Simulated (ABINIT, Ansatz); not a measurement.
## The equilibrium volume of Ti3Al, sorted by core time

```cif
data_structure
_symmetry_space_group_name_H-M 'P-6m2'
_symmetry_Int_Tables_number 187
_cell_length_a 2.9275
_cell_length_b 2.9275
_cell_length_c 9.2264
_cell_angle_alpha 90.000
_cell_angle_beta 90.000
_cell_angle_gamma 120.000
_cell_volume 68.48
loop_
_atom_site_label
_atom_site_type_symbol
_atom_site_symmetry_multiplicity
_atom_site_Wyckoff_symbol
_atom_site_fract_x
_atom_site_fract_y
_atom_site_fract_z
_atom_site_occupancy
Ti1 Ti 2 h 0.33333 0.66667 0.24941 1
Ti2 Ti 1 e 0.66667 0.33333 0.00000 1
Al1 Al 1 f 0.66667 0.33333 0.50000 1
```

The cell comes from a database or a generator and needn't be the stable form of this composition.

```csv
rung,level,program and potentials,cutoff (eV),k mesh,smearing,core time,chip,equilibrium volume (Å³/atom),notes
GGA + dispersion,PBEsol+D3(BJ),"Ansatz, Ansatz PAW",420,10 × 10 × 3,fermi-dirac 0.05,24 s,Arm Neoverse V2,15.85,"potentials made for PBE, which Ansatz adapts in part"
GGA,PBEsol,"Ansatz, Ansatz PAW",420,10 × 10 × 3,fermi-dirac 0.05,24 s,Arm Neoverse V2,16.60,"potentials made for PBE, which Ansatz adapts in part"
GGA + dispersion,PBEsol+D4,"Ansatz, Ansatz PAW",420,10 × 10 × 3,fermi-dirac 0.05,26 s,Arm Neoverse V2,16.41,"potentials made for PBE, which Ansatz adapts in part"
GGA + dispersion,PBEsol+D3(BJ)+ATM,"Ansatz, Ansatz PAW",420,10 × 10 × 3,fermi-dirac 0.05,26 s,Arm Neoverse V2,15.99,"potentials made for PBE, which Ansatz adapts in part"
LDA,LDA,"ABINIT, JTH PAW LDA v2.0",408,10 × 10 × 3,fermi-dirac 0.05,6.4 min,Arm Neoverse V1,16.08,-
GGA,PBEsol,"ABINIT, PseudoDojo NC SR PBEsol v0.4.1 standard",1143,6 × 6 × 2,fermi-dirac 0.05,35 min,Arm Neoverse V1,16.59,coarse mesh
GGA,PBEsol,"ABINIT, PseudoDojo NC SR PBEsol v0.4.1 standard",1143,8 × 8 × 2,fermi-dirac 0.05,81 min,Arm Neoverse V1,16.60,-
```

Times are single runs on shared hosts and different chips, so they are rough; meshes, cutoffs and the tasks' sizes weigh on the time. Task: relaxation of cell and atoms. All rows: no spin polarisation. Smearing widths are in eV. For a metal such meshes aren't converged. Meshes differ between rows, which moves values too. Meshes are those of the run's cell of 4 atoms unless a note names another. Relaxations start from the cell shown or near it and stop with a little pressure left. Runs on faulty files, with rough fits or with known faults for this quantity aren't shown. PBE isn't shown for this crystal. No row holds spin-orbit coupling.

By rung: LDA 16.08; GGA + dispersion 15.85 to 16.41; GGA 16.60; GGA on coarse meshes 16.59 (Å³/atom).
